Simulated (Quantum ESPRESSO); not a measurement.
A calculation with Quantum ESPRESSO 7.5 of Pt (native input, structure typed inline):

The input pw.in:

```
&CONTROL
  calculation = 'scf'
  prefix = 'pwscf'
  outdir = './tmp'
  pseudo_dir = './pseudo'
  tprnfor = .true.
  tstress = .true.
  disk_io = 'low'
/
&SYSTEM
  ibrav = 0
  nat = 1
  ntyp = 1
  ecutwfc = 45
  ecutrho = 360
  nbnd = 14
  occupations = 'smearing'
  smearing = 'fd'
  degauss = 0.00367493
/
&ELECTRONS
  conv_thr = 2d-10
  electron_maxstep = 120
  mixing_beta = 0.5
/
ATOMIC_SPECIES
Pt   195.0840 pt_pbesol_v1.4.uspp.F.UPF
CELL_PARAMETERS angstrom
   0.0000000000    1.9609000000    1.9609000000
   1.9609000000    0.0000000000    1.9609000000
   1.9609000000    1.9609000000    0.0000000000
ATOMIC_POSITIONS crystal
Pt     0.0000000000    0.0000000000    0.0000000000
K_POINTS automatic
12 12 12 0 0 0
```

pp_density.in

```
&INPUTPP
  prefix = 'pwscf'
  outdir = './tmp'
  filplot = 'density.dat'
  plot_num = 0
/
&PLOT
  nfile = 1
  filepp(1) = 'density.dat'
  iflag = 3
  output_format = 6
  fileout = 'density.cube'
/
```

File pp_potential.in:

```
&INPUTPP
  prefix = 'pwscf'
  outdir = './tmp'
  filplot = 'potential.dat'
  plot_num = 11
/
&PLOT
  nfile = 1
  filepp(1) = 'potential.dat'
  iflag = 3
  output_format = 6
  fileout = 'potential.cube'
/
```

Potentials or basis: GBRV 1.5 PBEsol.

Command:

```console
$ OMP_NUM_THREADS=1 mpirun -n 2 pw.x -nk 2 -in pw.in > pw.out
$ OMP_NUM_THREADS=1 mpirun -n 1 pp.x -in pp_density.in > pp_density.out
$ OMP_NUM_THREADS=1 mpirun -n 1 pp.x -in pp_potential.in > pp_potential.out
```

Question: Write the same calculation in another form: ASE script, structure from a CIF.

Answer: As run:

Contents of run.py:

```python
import numpy as np
from ase.calculators.espresso import Espresso, EspressoProfile
import spglib
from ase import Atoms
from ase.io import read

atoms = read('Pt.cif')
cell, pos, num = spglib.standardize_cell((atoms.cell[:], atoms.get_scaled_positions(), atoms.numbers), to_primitive=True, symprec=1e-4)
atoms = Atoms(numbers=num, cell=cell, scaled_positions=pos, pbc=True)

input_data = {
    'control': {'calculation': 'scf', 'prefix': 'pwscf', 'outdir': './tmp', 'tprnfor': True, 'tstress': True, 'disk_io': 'nowf'},
    'system': {'ecutwfc': 45.0, 'ecutrho': 360.0, 'nbnd': 14, 'occupations': 'smearing', 'smearing': 'fd', 'degauss': 0.00367493},
    'electrons': {'conv_thr': 2e-10, 'electron_maxstep': 120, 'mixing_beta': 0.5},
}
pseudopotentials = {'Pt': 'pt_pbesol_v1.4.uspp.F.UPF'}
profile = EspressoProfile(command='mpirun -n 2 pw.x -nk 2', pseudo_dir='pseudo')
dft = Espresso(profile=profile, input_data=input_data, pseudopotentials=pseudopotentials, kpts=(12, 12, 12), koffset=(0, 0, 0))
atoms.calc = dft

print(f'energy {atoms.get_potential_energy():.8f} eV')
print('forces (eV/A)')
print(np.round(atoms.get_forces(), 6))
print('stress (eV/A^3, Voigt)')
print(np.round(atoms.get_stress(), 8))
print(f'Fermi level {dft.get_fermi_level():.4f} eV')
```

Contents of Pt.cif:

```cif
data_Pt
_cell_length_a 3.92180000
_cell_length_b 3.92180000
_cell_length_c 3.92180000
_cell_angle_alpha 90.00000000
_cell_angle_beta 90.00000000
_cell_angle_gamma 90.00000000
_space_group_name_H-M_alt 'Fm-3m'
_space_group_name_Hall '-F 4 2 3'
_space_group_IT_number 225
loop_
_space_group_symop_operation_xyz
'x,y,z'
'-x,-y,-z'
'-y,x,z'
'y,-x,-z'
'-x,-y,z'
'x,y,-z'
'y,-x,z'
'-y,x,-z'
'x,-y,-z'
'-x,y,z'
'-y,-x,-z'
'y,x,z'
'-x,y,-z'
'x,-y,z'
'y,x,-z'
'-y,-x,z'
'z,x,y'
'-z,-x,-y'
'z,-y,x'
'-z,y,-x'
'z,-x,-y'
'-z,x,y'
'z,y,-x'
'-z,-y,x'
'-z,x,-y'
'z,-x,y'
'-z,-y,-x'
'z,y,x'
'-z,-x,y'
'z,x,-y'
'-z,y,x'
'z,-y,-x'
'y,z,x'
'-y,-z,-x'
'x,z,-y'
'-x,-z,y'
'-y,z,-x'
'y,-z,x'
'-x,z,y'
'x,-z,-y'
'-y,-z,x'
'y,z,-x'
'-x,-z,-y'
'x,z,y'
'y,-z,-x'
'-y,z,x'
'x,-z,y'
'-x,z,-y'
'x,y+1/2,z+1/2'
'-x,-y+1/2,-z+1/2'
'-y,x+1/2,z+1/2'
'y,-x+1/2,-z+1/2'
'-x,-y+1/2,z+1/2'
'x,y+1/2,-z+1/2'
'y,-x+1/2,z+1/2'
'-y,x+1/2,-z+1/2'
'x,-y+1/2,-z+1/2'
'-x,y+1/2,z+1/2'
'-y,-x+1/2,-z+1/2'
'y,x+1/2,z+1/2'
[... 40 lines left out ...]
'-x+1/2,-y,z+1/2'
'x+1/2,y,-z+1/2'
'y+1/2,-x,z+1/2'
'-y+1/2,x,-z+1/2'
'x+1/2,-y,-z+1/2'
'-x+1/2,y,z+1/2'
'-y+1/2,-x,-z+1/2'
'y+1/2,x,z+1/2'
'-x+1/2,y,-z+1/2'
'x+1/2,-y,z+1/2'
'y+1/2,x,-z+1/2'
'-y+1/2,-x,z+1/2'
'z+1/2,x,y+1/2'
'-z+1/2,-x,-y+1/2'
'z+1/2,-y,x+1/2'
'-z+1/2,y,-x+1/2'
'z+1/2,-x,-y+1/2'
'-z+1/2,x,y+1/2'
'z+1/2,y,-x+1/2'
'-z+1/2,-y,x+1/2'
'-z+1/2,x,-y+1/2'
'z+1/2,-x,y+1/2'
'-z+1/2,-y,-x+1/2'
'z+1/2,y,x+1/2'
'-z+1/2,-x,y+1/2'
'z+1/2,x,-y+1/2'
'-z+1/2,y,x+1/2'
'z+1/2,-y,-x+1/2'
'y+1/2,z,x+1/2'
'-y+1/2,-z,-x+1/2'
'x+1/2,z,-y+1/2'
'-x+1/2,-z,y+1/2'
'-y+1/2,z,-x+1/2'
'y+1/2,-z,x+1/2'
'-x+1/2,z,y+1/2'
'x+1/2,-z,-y+1/2'
'-y+1/2,-z,x+1/2'
'y+1/2,z,-x+1/2'
'-x+1/2,-z,-y+1/2'
'x+1/2,z,y+1/2'
'y+1/2,-z,-x+1/2'
'-y+1/2,z,x+1/2'
'x+1/2,-z,y+1/2'
'-x+1/2,z,-y+1/2'
'x+1/2,y+1/2,z'
'-x+1/2,-y+1/2,-z'
'-y+1/2,x+1/2,z'
'y+1/2,-x+1/2,-z'
'-x+1/2,-y+1/2,z'
'x+1/2,y+1/2,-z'
'y+1/2,-x+1/2,z'
'-y+1/2,x+1/2,-z'
'x+1/2,-y+1/2,-z'
'-x+1/2,y+1/2,z'
'-y+1/2,-x+1/2,-z'
'y+1/2,x+1/2,z'
'-x+1/2,y+1/2,-z'
'x+1/2,-y+1/2,z'
'y+1/2,x+1/2,-z'
'-y+1/2,-x+1/2,z'
'z+1/2,x+1/2,y'
'-z+1/2,-x+1/2,-y'
'z+1/2,-y+1/2,x'
'-z+1/2,y+1/2,-x'
'z+1/2,-x+1/2,-y'
'-z+1/2,x+1/2,y'
'z+1/2,y+1/2,-x'
'-z+1/2,-y+1/2,x'
'-z+1/2,x+1/2,-y'
'z+1/2,-x+1/2,y'
'-z+1/2,-y+1/2,-x'
'z+1/2,y+1/2,x'
'-z+1/2,-x+1/2,y'
'z+1/2,x+1/2,-y'
'-z+1/2,y+1/2,x'
'z+1/2,-y+1/2,-x'
'y+1/2,z+1/2,x'
'-y+1/2,-z+1/2,-x'
'x+1/2,z+1/2,-y'
'-x+1/2,-z+1/2,y'
'-y+1/2,z+1/2,-x'
'y+1/2,-z+1/2,x'
'-x+1/2,z+1/2,y'
'x+1/2,-z+1/2,-y'
'-y+1/2,-z+1/2,x'
'y+1/2,z+1/2,-x'
'-x+1/2,-z+1/2,-y'
'x+1/2,z+1/2,y'
'y+1/2,-z+1/2,-x'
'-y+1/2,z+1/2,x'
'x+1/2,-z+1/2,y'
'-x+1/2,z+1/2,-y'
loop_
_atom_site_label
_atom_site_type_symbol
_atom_site_symmetry_multiplicity
_atom_site_Wyckoff_symbol
_atom_site_fract_x
_atom_site_fract_y
_atom_site_fract_z
_atom_site_occupancy
Pt1 Pt 4 a 0.0000000000 0.0000000000 0.0000000000 1
```

Potentials or basis: GBRV 1.5 PBEsol.

Launch:

```console
$ OMP_NUM_THREADS=1 python run.py
```

Both were run:

|  | native input, structure typed inline | ASE script, structure from a CIF |
| --- | --- | --- |
| Pressure | -1.8 GPa | -1.8 GPa |
| Band gap on the k mesh | none (metal or under the smearing width) | none (metal or under the smearing width) |

Keys that steer only the numerical path or the files written may differ.
